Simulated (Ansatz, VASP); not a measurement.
InPd: VASP beside Ansatz

```xyz
2
Lattice="3.2388 0.0000 0.0000 0.0000 3.2388 0.0000 0.0000 0.0000 3.2388" Properties=species:S:1:pos:R:3 pbc="T T T"
In    0.0000    0.0000    0.0000
Pd    1.6194    1.6194    1.6194
```

Change from the starting cell: volume scaled by 0.97, PAW files.

Alike in both runs: task electric field gradients; functional LDA; k mesh 13 × 13 × 13; occupations fermi-dirac, width 0.03 eV; no spin polarisation.

|  | VASP | Ansatz |
| --- | --- | --- |
| version | VASP 6.6.1 | Ansatz 0.2.0 |
| potentials or method | VASP PAW LDA potentials, release 64 (In_d, Pd) | PAW with Ansatz's default frozen-core files, scalar-relativistic |
| plane-wave cutoff (eV) | 520 | 420 |
| valence electrons in the cell | 23 | 31 |

```csv
,VASP,Ansatz,Ansatz less VASP
pressure (GPa),-2.8,-3.2,-0.45
Vzz of the field gradient on the site that differs most (V/Å²),0.0,0.0,0.00
```

The two sets of potentials don't hold the same shells in valence. Ansatz warned: «gradients_without_spin_orbit».
